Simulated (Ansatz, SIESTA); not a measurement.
This is a calculation of Sb (Antimony) for SIESTA 5.4.2. Atoms were shifted at random by some hundredths of an Å from the given cell, which wasn't relaxed again for these runs. 

File Sb.fdf:

```
SystemName                      Antimony
SystemLabel                     Sb
NumberOfSpecies                 1
NumberOfAtoms                   2
%block ChemicalSpeciesLabel
  1  51 Sb
%endblock ChemicalSpeciesLabel

LatticeConstant                 1.0 Ang
%block LatticeVectors
     2.1542000000     1.2437279499     3.7580000000
    -2.1542000000     1.2437279499     3.7580000000
     0.0000000000    -2.4874558998     3.7580000000
%endblock LatticeVectors
AtomicCoordinatesFormat         Fractional
%block AtomicCoordinatesAndAtomicSpecies
     0.7676430000     0.7550740000     0.7647910000  1  Sb
     0.2500380000     0.2274410000     0.2223170000  1  Sb
%endblock AtomicCoordinatesAndAtomicSpecies

%block kgrid.MonkhorstPack
    8   0   0  0.0
    0   8   0  0.0
    0   0   8  0.0
%endblock kgrid.MonkhorstPack
XC.Functional                   GGA
XC.Authors                      PBEsol
PAO.BasisSize                   DZP
PAO.EnergyShift                 0.003 Ry
Mesh.Cutoff                     500 Ry
OccupationFunction              FD
ElectronicTemperature           0.05 eV
MaxSCFIterations                120
SCF.MustConverge                false
SCF.Mixer.Method                Pulay
SCF.Mixer.Weight                0.25
SCF.Mixer.History               8
SCF.DM.Tolerance                5.0e-05
SCF.H.Tolerance                 1.0e-03 eV
WriteForces                     true
Charge.Mulliken                 end
%block PAO.Basis
  Sb 4
  n=5 0 2
    5.972 0.000
  n=5 1 2
    7.842 0.000
  n=4 2 2
    3.490 0.000
  n=5 2 1
    7.842
%endblock PAO.Basis
```

Potentials or basis: PseudoDojo 0.4 standard (PBEsol files), converted to PSML, two zetas on semicore shells, DZP (energy shift 0.003 Ry; two zetas on semicore shells).

Run with:

```console
$ siesta < Sb.fdf > Sb.out 2>&1
```

Problem. What does the same run look like in Ansatz 0.2.0? Potentials or basis there: Ansatz PAW, cutoff 420 eV.

Solution. As run (cutoffs and basis follow the program's own potentials, and thresholds, step limits or extra output files can differ):

The input input.yaml:

```yaml
crystal:
  lattice:
    - [2.1542, 1.2437279499, 3.758]
    - [-2.1542, 1.2437279499, 3.758]
    - [0.0, -2.4874558998, 3.758]
  atoms:
    - { symbol: Sb, position: [0.767643, 0.755074, 0.764791] }
    - { symbol: Sb, position: [0.250038, 0.227441, 0.222317] }
hamiltonian:
  xc: pbesol
  pseudopotentials: { kind: paw }
kpoints:
  mp_grid: { grid: [8, 8, 8] }
scf:
  occupations: { method: fermi_dirac, width: 0.05 }
output:
  forces: true
  stress: true
  eigenvalues: true
```

Potentials or basis: Ansatz PAW.

Launch:

```console
$ ansatz run input.yaml --threads 1 --pin off --max-ram 3584MiB --backend cpu --events-out ev --progress --plain --runs-dir out
```

Both were run:

|  | SIESTA | Ansatz |
| --- | --- | --- |
| Pressure | 0.4 GPa | -0.5 GPa |
| Energy over the undisturbed cell | -3.0 meV/atom | 1.3 meV/atom |

Ansatz's pressure holds a Pulay term of +0.03 GPa for its cutoff of 420 eV, which the other run lacks.

Ansatz's potentials were made for PBE.

Where Ansatz's input types no cutoff or centring, it takes its own default and a Γ-centred mesh.

The undisturbed cell isn't at this level's minimum, so the move can lower the energy.

The two runs disagree by more than potentials and bases usually give (in gap, levels, pressure or energy); the cause wasn't traced.

Pressure is positive in compression.
